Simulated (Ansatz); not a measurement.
# AlN: the cost of one run

Program: Ansatz 0.2.0. Level of theory: DFT PBE, scalar-relativistic, plane waves, PAW. These are calculated values, not measurements.

2 further runs of the same task are left out: 2 set aside as unsound or not needed. Runs told in other sessions of the task aren't counted.

## (1) The system as given

Symmetry: P6_3mc, No. 186, hexagonal system. The conventional cell has a = 3.130 Å, b = 3.130 Å, c = 5.018 Å, α = 90.00°, β = 90.00°, γ = 120.00°. Around Al (site symmetry 3m) lie 4 N at 1.90 to 1.91 Å. Around N (site symmetry 3m) lie 4 Al at 1.90 to 1.91 Å.

As a file:

```xyz
8
Lattice="-3.1302 0.0000 0.0000 0.0000 0.0000 -5.0180 0.0000 -5.4217 0.0000" Properties=species:S:1:pos:R:3 pbc="T T T"
Al   -1.5651   -0.9036   -5.0093
Al    0.0000   -3.6145   -5.0093
Al    0.0000   -1.8072   -2.5003
Al   -1.5651   -4.5181   -2.5003
N    -1.5651   -0.9036   -3.0947
N     0.0000   -3.6145   -3.0947
N     0.0000   -1.8072   -0.5857
N    -1.5651   -4.5181   -0.5857
```

It is built from the cell relaxed beforehand with the same method (10.65 Å³/atom).

## (2) Zero of energy

The cell is repeated 2 times, 8 atoms in all. The reference gives a free energy of -3697.0158 eV, pressure 0.00 GPa, largest force 0.000 eV/Å and gap on the mesh 4.03 eV. It was computed beforehand with the settings of the runs below.

## (3) Next: a frozen normal mode

Mode 5 of the phonon run on this cell, counted from the lowest, is frozen in: each atom moves by x times its row below, so x is the largest displacement.

```
atom      ux     uy     uz
 Al1   1.000  0.000  0.000
 Al2   1.000  0.000  0.000
 Al3  -1.000  0.000  0.000
 Al4  -1.000  0.000  0.000
  N5  -0.885  0.000  0.000
  N6  -0.885  0.000  0.000
  N7   0.885  0.000  0.000
  N8   0.885  0.000  0.000
```

## (4) Point x = -0.200 Å

Input file input.yaml:

```yaml
crystal:
  lattice:
    - [-3.1302395625, 0.0, 0.0]
    - [0.0, 0.0, -5.0179796543]
    - [0.0, -5.4217339621, 0.0]
  atoms:
    - { symbol: Al, position: [0.5638928734, 0.9982712825, 0.1666666667] }
    - { symbol: Al, position: [0.0638928734, 0.9982712825, 0.6666666667] }
    - { symbol: Al, position: [-0.0638928734, 0.4982712825, 0.3333333333] }
    - { symbol: Al, position: [0.4361071266, 0.4982712825, 0.8333333333] }
    - { symbol: "N", position: [0.4434677701, 0.6167287175, 0.1666666667] }
    - { symbol: "N", position: [-0.0565322299, 0.6167287175, 0.6666666667] }
    - { symbol: "N", position: [0.0565322299, 0.1167287175, 0.3333333333] }
    - { symbol: "N", position: [0.5565322299, 0.1167287175, 0.8333333333] }
basis:
  ecutwfc: 420
kpoints:
  mp_grid: { grid: [8, 6, 4] }
hamiltonian:
  xc: pbe
scf:
  occupations: { method: gaussian, width: 0.05 }
output:
  forces: true
  stress: true
  eigenvalues: true
```

Command:

```bash
> ansatz run input.yaml --threads 2 --pin off --max-ram 5120MiB --backend cpu --events-out ev --progress --plain --runs-dir out
```

Q: Estimate wall time and peak memory on 2 threads of Arm Neoverse V2, shared host.

About 5.6 s, with a peak of 0.37 GiB.
